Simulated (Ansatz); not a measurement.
The system is Ge.

```
Ge
1.0
    -1.60842    1.60842    1.87318
     1.60842   -1.60842    1.87318
     1.60842    1.60842   -1.87318
Ge
1
Direct
  0.50000 0.50000 0.00000
```

The cell was built by a generator and needn't be a form met in nature.

Base run:

```yaml
Program: Ansatz 0.2.0
Functional: PBE
Potentials_or_basis: Ansatz PAW
Cutoff: "420 eV (not typed: the program's choice for these potentials)"
k_mesh: 12 × 12 × 12
Occupations: fermi-dirac, width 0.05 eV
Spin: no spin polarisation
```

Its results: band gap on the k mesh none (metal or under the smearing width); pressure 0.6 GPa.

Problem. The run is repeated on the same cell with these changes: functional from PBE to LDA. What comes out?

Solution. Band gap on the k mesh none (metal or under the smearing width); pressure -4.3 GPa.

LDA binds more tightly than PBE, so the same cell stands under less pressure.

Caveats: the PAW data sets come from PBE, with cores solved anew for the run's functional, which leaves a small shift of forces and pressure (some runs).
